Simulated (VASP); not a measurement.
A run of VASP 6.6.1:

Contents of INCAR:

```
PREC = Accurate
ENCUT = 600
EDIFF = 1E-6
ISMEAR = -1
SIGMA = 0.05
LREAL = F
LASPH = T
NELM = 80
ALGO = Fast
ISIF = 3
LWAVE = F
LCHARG = F
GGA = RE
IVDW = 12
IBRION = 2
NSW = 60
EDIFFG = -0.01
```

KPOINTS

```
regular mesh
0
Gamma
  7 7 2
```

Contents of POSCAR:

```
Te2Mo
1.0
    3.5182000000      0.0000000000      0.0000000000
   -1.7591000000      3.0468505756      0.0000000000
    0.0000000000      0.0000000000     13.9736000000
Te Mo
4 2
Direct
    0.6666666667      0.3333333333      0.3790000000
    0.3333333333      0.6666666667      0.8790000000
    0.6666666667      0.3333333333      0.1210000000
    0.3333333333      0.6666666667      0.6210000000
    0.6666666667      0.3333333333      0.7500000000
    0.3333333333      0.6666666667      0.2500000000
```

Potentials or basis: VASP PAW PBE potentials, release 64 (Te, Mo_sv).

The run is started by

```sh
$ cat potpaw_PBE.64/Te/POTCAR potpaw_PBE.64/Mo_sv/POTCAR > POTCAR
$ mpirun -np 1 vasp_std > vasp.out
```

Hardware: 1 thread of Intel(R) Xeon(R) 6975P-C (Granite Rapids), with other jobs on the host.

Question: Estimate the wall time of this run.

Answer: It took 6.6 min on 1 thread of Intel(R) Xeon(R) 6975P-C (Granite Rapids) (shared host), peak memory 0.35 GiB. Counts: scf iterations 123, k points 16, ion steps 10.
